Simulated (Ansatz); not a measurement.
# BN: vibrations at Γ and dielectric response

How strongly does the published phase of BN (F-43m) screen an electric field, and what charges do its ions carry when they move? Which modes has it at Γ?

Program: Ansatz 0.2.0. Linear response, PAW datasets, plane waves. (Simulation; spin polarisation is off.)

## 1. The system as given

The cell was relaxed beforehand with PBEsol.

It is cubic, F-43m (No. 216); a = 3.606 Å in the conventional setting, 5.86 Å³ an atom. B has 4 N at 1.56 Å; N has 4 B at 1.56 Å.

Coordinates:

```xyz
2
Lattice="0.0000 1.8028 1.8028 1.8028 0.0000 1.8028 1.8028 1.8028 0.0000" Properties=species:S:1:pos:R:3 pbc="T T T"
B     0.0000    0.0000    0.0000
N     0.9014    0.9014    0.9014
```

## 2. Phonons at Γ with PBEsol

File input.yaml:

```yaml
crystal:
  lattice:
    - [0.0, 1.8028461206, 1.8028461206]
    - [1.8028461206, 0.0, 1.8028461206]
    - [1.8028461206, 1.8028461206, 0.0]
  atoms:
    - { symbol: B, position: [0.0, 0.0, 0.0] }
    - { symbol: "N", position: [0.25, 0.25, 0.25] }
kpoints:
  mp_grid: { grid: [10, 10, 10] }
hamiltonian:
  xc: pbesol
scf:
  occupations: { method: fixed }
phonons:
  method: dfpt
  dielectric: true
  qpoints: [[0, 0, 0]]
  rigid_motions: translations
```

On the command line:

```console
$ ansatz run input.yaml --threads 1 --pin off --max-ram 2304MiB --backend cpu --events-out ev --progress --plain --runs-dir out
```

## 3. Dielectric tensor and Born charges, r2SCAN

File input.yaml:

```yaml
crystal:
  lattice:
    - [0.0, 1.8048245554, 1.8048245554]
    - [1.8048245554, 0.0, 1.8048245554]
    - [1.8048245554, 1.8048245554, 0.0]
  atoms:
    - { symbol: B, position: [0.0, 0.0, 0.0] }
    - { symbol: "N", position: [0.25, 0.25, 0.25] }
kpoints:
  mp_grid: { grid: [10, 10, 10] }
hamiltonian:
  xc: r2scan
scf:
  occupations: { method: fixed }
dielectric: {}
```

## 4. Dielectric tensor and Born charges, PBE

Changes to input.yaml since step 3:

```diff
@@ -11,3 +11,3 @@
 hamiltonian:
-  xc: r2scan
+  xc: pbe
 scf:
```

**Question.** What will these runs give? Wanted: ε∞, PBEsol at the PBEsol cell; ε∞, r2SCAN at the r2SCAN cell; ε∞, PBE at the r2SCAN cell; Born charges; optical modes; highest mode with the LO–TO term; static dielectric constant.

As calculated:

```
                                quantity               value
           ε∞, PBEsol at the PBEsol cell                4.63
           ε∞, r2SCAN at the r2SCAN cell                4.45
              ε∞, PBE at the r2SCAN cell                4.60
Born charges (mean of the diagonal), PBE  B +1.91, N -1.91 e
                           optical modes           1047 cm⁻¹
        highest mode with the LO–TO term           1278 cm⁻¹
              static dielectric constant                 6.9
```

What this shows: ε∞ averages 4.6 in PBE, so the refractive index well below the gap is about 2.15 at that level. PBE screens more (4.60 for PBE, 4.45 for r2SCAN), in step with its smaller gap on the mesh (4.48 and 5.00 eV). The ions raise the dielectric constant from 4.6 to 6.9. All zone-centre modes are real; only Γ was computed.

These are semilocal Kohn-Sham gaps, which aren't the measured quantity. Such gaps usually fall short of the measured ones.
